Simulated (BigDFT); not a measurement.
MgS (Niningerite), 4 atoms in the cell. It takes space group Fm-3m (No. 225, cubic). The conventional cell has a = 5.203 Å, b = 5.203 Å, c = 5.203 Å, α = 90.00°, β = 90.00°, γ = 90.00°. S (site symmetry m-3m) is surrounded by 6 Mg at 2.60 Å. Around Mg (site symmetry m-3m) lie 6 S at 2.60 Å. 

| Quantity | Value |
| --- | --- |
| Program | BigDFT 1.9.6 |
| Task | equation of state |
| Functional | revPBE |
| Potentials or basis | GTH-PBE (Mg q2, S q6) |
| k mesh | 3 × 3 × 3, shifted |
| Occupations | fixed |
| Spin | collinear spin, antiferromagnetic start |
| Starting moments | [1, -1, 0, 0] μB |
| Fixed moment | 0 μB |
| Coarse and fine radii (rmult) | [10.0, 6.0] |
| Boundary conditions | periodic |
| SCF solver | direct minimisation |
| Box in primitive vectors | [[0, 0, 1], [-1, 1, 0], [-1, -1, 1]] |

Potentials or basis: GTH-PBE (Mg q2, S q6).

Run with:

```console
$ OMP_NUM_THREADS=1 bigdft  # reads input.yaml, psppar.Mg, psppar.S
```

Hardware: 1 thread of AMD EPYC 9R45 96-Core Processor (Zen 5) (shared host).

Question: How long does it take, and how much memory?

Answer: Run time: 2.4 min on 1 thread of AMD EPYC 9R45 96-Core Processor (Zen 5) (shared host), peak memory 0.62 GiB. Counts: scf iterations 13, wavefunction iterations 13, k points 6, basis 27048, bands 8.
